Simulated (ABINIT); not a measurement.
# FeO (Wuestite) (Fm-3m) in ABINIT: a series of runs

One crystal, FeO (Wuestite), is run at these levels: LDA; tasks: relaxation of cell and atoms, single point.

Everything below comes from runs of ABINIT 10.8.3 (patched build). Logs are shortened: lines on timing, memory, paths and dates and some standing lists are left out, and cuts for length are marked. The log counts tension as positive stress, the text compression.

**Measured values to compare with.**

From “W\"ustite: Electric, thermodynamic and optical properties of FeO”, 2012, arxiv:1203.1201, for a bulk crystal of FeO: band gap 2.4 eV (optical).

How close the calculation comes is told below.

## (1) The crystal as given

It takes space group Fm-3m (No. 225, cubic). The conventional cell has a = 4.311 Å, b = 4.311 Å, c = 4.311 Å, α = 90.00°, β = 90.00°, γ = 90.00°. Fe (site symmetry m-3m) is surrounded by 6 O at 2.16 Å. Around O (site symmetry m-3m) lie 6 Fe at 2.16 Å.

## (2) Relaxation of cell and atoms, LDA, collinear spin, ferromagnetic start

run.abi

```
# Pseudopotentials
pp_dirpath "./"
pseudos "Fe.LDA_PW-JTH.xml, O.LDA_PW-JTH.xml"

# Structure
acell 5.7602554485 5.7602554485 5.7602554485
rprim
     0.0000000000     0.7071067812     0.7071067812
     0.7071067812     0.0000000000     0.7071067812
     0.7071067812     0.7071067812     0.0000000000
ntypat 2
znucl 26 8
natom 2
typat 1 2
chkprim 0
chksymtnons 0
tolsym 1.0e-6
xred
            0.0            0.0            0.0
            1/2            1/2            1/2

# Plane-wave basis
ecut 26.0
pawecutdg 48.0
ecutsm 0.5

# k points
kptopt 1
ngkpt 8 8 8
nshiftk 1
shiftk 0.0 0.0 0.0

# Exchange and correlation
ixc 7

# Bands and occupations
nband 16
occopt 3
tsmear 0.05 eV

# Spin
nsppol 2
spinat
     0.0000000000     0.0000000000     3.0000000000
     0.0000000000     0.0000000000     0.0000000000

# SCF cycle
nstep 80
tolvrs 1.0e-10

# Output
iomode 3
prteig 0
prtebands 0
prtwf 0
prtden 0

# Relaxation
ionmov 2
optcell 2
ntime 50
tolmxf 2.0e-5
dilatmx 1.08
```

Potentials or basis: JTH PAW LDA v2.0.

The run is started by

```
$ abinit run.abi > log 2>&1
```

run.abo:

```text
.Version 10.8.3 of ABINIT
 Symmetries : space group Fm -3 m (#225); Bravais cF (face-center cubic)
================================================================================
 Values of the parameters that define the memory need of the present run
     intxc =       0    ionmov =       2      iscf =      17    lmnmax =      18
     lnmax =       6     mgfft =      30  mpssoang =       3    mqgrid =    3001
     natom =       2  nloc_mem =       2    nspden =       2   nspinor =       1
    nsppol =       2      nsym =      48    n1xccc =       1    ntypat =       2
    occopt =       3   xclevel =       1
       mpw =        1088          nfft =       27000          nkpt =          29
 PAW method is used; the additional fine FFT grid is defined by:
   mgfftf=        40    nfftf =     64000
================================================================================
================================================================================

--------------------------------------------------------------------------------
------------- Echo of variables that govern the present computation ------------
--------------------------------------------------------------------------------
 -outvars: echo values of preprocessed input variables --------
            acell      5.7602554485E+00  5.7602554485E+00  5.7602554485E+00 Bohr
              amu      5.58470000E+01  1.59994000E+01
          chkprim           0
      chksymtnons           0
          dilatmx      1.08000000E+00
             ecut      2.60000000E+01 Hartree
           ecutsm      5.00000000E-01 Hartree
           ionmov           2
              ixc           7
         kptrlatt        8    0    0      0    8    0      0    0    8
          kptrlen      4.60820436E+01
            natom           2
            nband          16
            ngfft          30      30      30
          ngfftdg          40      40      40
             nkpt          29
           nspden           2
           nsppol           2
            nstep          80
             nsym          48
            ntime          50
           ntypat           2
           occopt           3
          optcell           2
        pawecutdg      4.80000000E+01 Hartree
           prtden           0
        prtebands           0
           prteig           0
            prtwf           0
            rprim      0.0000000000E+00  7.0710678120E-01  7.0710678120E-01
                       7.0710678120E-01  0.0000000000E+00  7.0710678120E-01
                       7.0710678120E-01  7.0710678120E-01  0.0000000000E+00
          spgroup         225
           spinat      0.0000000000E+00  0.0000000000E+00  3.0000000000E+00
                       0.0000000000E+00  0.0000000000E+00  0.0000000000E+00
           tolmxf      2.00000000E-05
           tolsym      1.00000000E-06
           tolvrs      1.00000000E-10
           tsmear      1.83746611E-03 Hartree
            typat      1  2
           useylm           1
           xangst      0.0000000000E+00  0.0000000000E+00  0.0000000000E+00
                       2.1553999986E+00  2.1553999986E+00  2.1553999986E+00
            xcart      0.0000000000E+00  0.0000000000E+00  0.0000000000E+00
                       4.0731156891E+00  4.0731156891E+00  4.0731156891E+00
             xred      0.0000000000E+00  0.0000000000E+00  0.0000000000E+00
                       5.0000000000E-01  5.0000000000E-01  5.0000000000E-01
            znucl       26.00000    8.00000

================================================================================

 chkinp: Checking input parameters for consistency.

================================================================================
== DATASET  1 ==================================================================

--- !DatasetInfo
iteration_state: {dtset: 1, }
dimensions: {natom: 2, nkpt: 29, mband: 16, nsppol: 2, nspinor: 1, nspden: 2, mpw: 1088, }
cutoff_energies: {ecut:  26.0, pawecutdg:  48.0, }
electrons: {nelect:   2.20000000E+01, charge:   0.00000000E+00, occopt:   3.00000000E+00, tsmear:   1.83746611E-03, }
meta: {optdriver: 0, ionmov: 2, optcell: 2, iscf: 17, paral_kgb: 0, }
...

 Exchange-correlation functional for the present dataset will be:
  LDA: Perdew-Wang 92 LSD fit to Ceperley-Alder data - ixc=7
  J.P.Perdew and Y.Wang, PRB 45, 13244 (1992)

 Real(R)+Recip(G) space primitive vectors, cartesian coordinates (Bohr,Bohr^-1):
 R(1)=  0.0000000  4.0731157  4.0731157  G(1)= -0.1227561  0.1227561  0.1227561
[... 28 lines left out ...]
 Shapefunction is SIN type: shapef(r)=[sin(pi*r/rshp)/(pi*r/rshp)]**2
 Radius for shape functions =  1.20231231
 Compensation charge density is not taken into account in XC energy/potential

   7.69432566E+02                                ecore*ucvol(ha*bohr**3)
--------------------------------------------------------------------------------

================================================================================

=== [ionmov= 2] Broyden-Fletcher-Goldfarb-Shanno method (forces)
================================================================================

--- Iteration: ( 1/50) Internal Cycle: (1/1)
--------------------------------------------------------------------------------

---SELF-CONSISTENT-FIELD CONVERGENCE--------------------------------------------
[... 537 lines left out ...]
 Difference of energy with previous step (new-old):
           Absolute (Ha)=-1.64723E-08
           Relative     =-1.17084E-10

 At Broyd/MD step   5, gradients are converged :
  max grad (force/stress) = 5.0335E-07 < tolmxf= 2.0000E-05 ha/bohr (free atoms)

================================================================================

 ----iterations are completed or convergence reached----

 Mean square residual over all n,k,spin=   46.382E-15; max=  51.389E-14
 reduced coordinates (array xred) for    2 atoms
       0.000000000000      0.000000000000      0.000000000000
       0.500000000000      0.500000000000      0.500000000000
 rms dE/dt=  0.0000E+00; max dE/dt=  0.0000E+00; dE/dt below (all hartree)
    1       0.000000000000      0.000000000000      0.000000000000
    2       0.000000000000      0.000000000000      0.000000000000

 cartesian coordinates (angstrom) at end:
    1      0.00000000000000     0.00000000000000     0.00000000000000
    2      2.09101755776619     2.09101755776619     2.09101755776619

 cartesian forces (hartree/bohr) at end:
    1     -0.00000000000000    -0.00000000000000    -0.00000000000000
    2     -0.00000000000000    -0.00000000000000    -0.00000000000000
 frms,max,avg= 0.0000000E+00 0.0000000E+00   0.000E+00  0.000E+00  0.000E+00 h/b

 cartesian forces (eV/Angstrom) at end:
    1     -0.00000000000000    -0.00000000000000    -0.00000000000000
    2     -0.00000000000000    -0.00000000000000    -0.00000000000000
 frms,max,avg= 0.0000000E+00 0.0000000E+00   0.000E+00  0.000E+00  0.000E+00 e/A
 length scales=  5.588194900368  5.588194900368  5.588194900368 bohr
              =  2.957145389353  2.957145389353  2.957145389353 angstroms
 Fermi (or HOMO) energy (hartree) =   0.34125   Average Vxc (hartree)=  -0.47086
 Magnetization (Bohr magneton)=  3.84710520E+00
 Total spin up =  1.29235526E+01   Total spin down =  9.07644740E+00
 Eigenvalues (hartree) for nkpt=  29  k points, SPIN UP:
 kpt#   1, nband= 16, wtk=  0.00195, kpt=  0.0000  0.0000  0.0000 (reduced coord)
  -2.92468   -1.69022   -1.69022   -1.69022   -0.44245    0.18570    0.18570    0.18570
   0.20198    0.20198    0.20198    0.21472    0.21472    0.36487    0.91096    0.99022
      occupation numbers for kpt#   1
   1.00000    1.00000    1.00000    1.00000    1.00000    1.00000    1.00000    1.00000
   1.00000    1.00000    1.00000    1.00000    1.00000    0.00000    0.00000    0.00000
 prteigrs : prtvol=0 or 1, do not print more k-points.

 Eigenvalues (hartree) for nkpt=  29  k points, SPIN DOWN:
 kpt#   1, nband= 16, wtk=  0.00195, kpt=  0.0000  0.0000  0.0000 (reduced coord)
  -2.78344   -1.55321   -1.55321   -1.55321   -0.42145    0.20784    0.20784    0.20784
   0.30732    0.30732    0.30732    0.33764    0.33764    0.39361    0.91948    1.03273
      occupation numbers for kpt#   1
   1.00000    1.00000    1.00000    1.00000    1.00000    1.00000    1.00000    1.00000
   1.00000    1.00000    1.00000    0.87721    0.87721    0.00000    0.00000    0.00000
 prteigrs : prtvol=0 or 1, do not print more k-points.

--- !EnergyTerms
iteration_state     : {dtset: 1, itime: 5, icycle: 1, }
comment             : Components of total free energy in Hartree
kinetic             :  1.97436999018201E+01
hartree             :  2.86549423434433E+01
xc                  : -6.25353788906268E+00
Ewald energy        : -9.79392526963278E+01
psp_core            :  6.23549489134858E+00
local_psp           : -8.11063556094083E+01
PAW spherical_terms : -1.00223677482979E+01
internal            : -1.40687376806485E+02
'-kT*entropy'       : -5.51404011381798E-04
total_energy        : -1.40687928210496E+02
total_energy_eV     : -3.82831355468266E+03
...

--- !EnergyTermsDC
iteration_state     : {dtset: 1, itime: 5, icycle: 1, }
comment             : '"Double-counting" decomposition of free energy'
band_energy         : -1.40440688703156E+01
Ewald energy        : -9.79392526963278E+01
psp_core            :  6.23549489134858E+00
xc_dc               : -2.67187462128017E+01
PAW spherical_terms : -8.22080400035419E+00
internal            : -1.40687376888451E+02
'-kT*entropy'       : -5.51404011381798E-04
total_energy_dc     : -1.40687928292462E+02
total_energy_dc_eV  : -3.82831355691307E+03
...

--- !EnergyTermsWithPAWCore
iteration_state     : {dtset: 1, itime: 5, icycle: 1, }
comment             : 'Components of total free energy, including PAW core contributions'
Total energy        : -1.34535788341971E+03
Total energy DC     : -1.34535788350168E+03
Total energy (eV)   : -3.66090530048093E+04
Total energy DC (eV): -3.66090530070397E+04
...

 Cartesian components of stress tensor (hartree/bohr^3)
  sigma(1 1)=  5.03354224E-09  sigma(3 2)=  0.00000000E+00
  sigma(2 2)=  5.03354224E-09  sigma(3 1)=  0.00000000E+00
  sigma(3 3)=  5.03354223E-09  sigma(2 1)=  0.00000000E+00

-Cartesian components of stress tensor (GPa)         [Pressure= -1.4809E-04 GPa]
- sigma(1 1)=  1.48091925E-04  sigma(3 2)=  0.00000000E+00
- sigma(2 2)=  1.48091926E-04  sigma(3 1)=  0.00000000E+00
- sigma(3 3)=  1.48091925E-04  sigma(2 1)=  0.00000000E+00

== END DATASET(S) ==============================================================
================================================================================

 -outvars: echo values of variables after computation  --------
            acell      5.5881949004E+00  5.5881949004E+00  5.5881949004E+00 Bohr
           etotal     -1.4068792829E+02
            fcart     -0.0000000000E+00 -0.0000000000E+00 -0.0000000000E+00
                      -0.0000000000E+00 -0.0000000000E+00 -0.0000000000E+00
            rprim      0.0000000000E+00  7.0710678119E-01  7.0710678119E-01
                       7.0710678119E-01  0.0000000000E+00  7.0710678119E-01
                       7.0710678119E-01  7.0710678119E-01  0.0000000000E+00
           strten      5.0335422358E-09  5.0335422427E-09  5.0335422289E-09
                       0.0000000000E+00  0.0000000000E+00  0.0000000000E+00
           xangst      0.0000000000E+00  0.0000000000E+00  0.0000000000E+00
                       2.0910175578E+00  2.0910175578E+00  2.0910175578E+00
             xred      0.0000000000E+00  0.0000000000E+00  0.0000000000E+00
                       5.0000000000E-01  5.0000000000E-01  5.0000000000E-01
 Calculation completed.
```

Wall time 3.4 min (1 thread of Arm Neoverse V1, shared host); peak memory 0.11 GiB.

What came out:

```
Free energy                            : -3828.3136 eV
Relaxed volume                         : 9.14 Å³/atom
Relaxed cell                           : a = 2.957 Å, b = 2.957 Å, c = 2.957 Å, α = 60.00°, β = 60.00°, γ = 60.00°
Space group after relaxing (to 0.05 Å) : Fm-3m (No. 225)
Energy gained by relaxing              : 43.7 meV/atom
Ionic steps                            : 5
Pressure after relaxing                : 0.0 GPa
Band gap on the k mesh                 : none (metal or under the smearing width)
Net moment                             : 3.85 μB per cell
Site moments                           : Fe +3.44; O +0.28 μB
```

Step by step:
```
step  energy change (eV)  largest force (eV/Å)  pressure (GPa)  volume (Å³)
   1              0.0000                0.0000          -15.49        20.03
   2             -0.0675                0.0000           -7.52        19.09
   3             -0.0873                0.0000           -0.30        18.31
   4             -0.0873                0.0000            0.04        18.28
   5             -0.0873                0.0000            0.00        18.29
```

Final structure:
```
Fe O
1.0
     0.00000    2.09102    2.09102
     2.09102    0.00000    2.09102
     2.09102    2.09102    0.00000
Fe O
1 1
Direct
  0.00000 0.00000 0.00000
  0.50000 0.50000 0.50000
```

Caveat: a cell with one magnetic atom can't hold antiferromagnetic order, which such compounds often take; semilocal functionals often make such compounds metallic where correlation or magnetic order opens a gap, which also shifts bond lengths. LDA usually gives volumes a few per cent too small.

(Continued in part 2 of 2.)
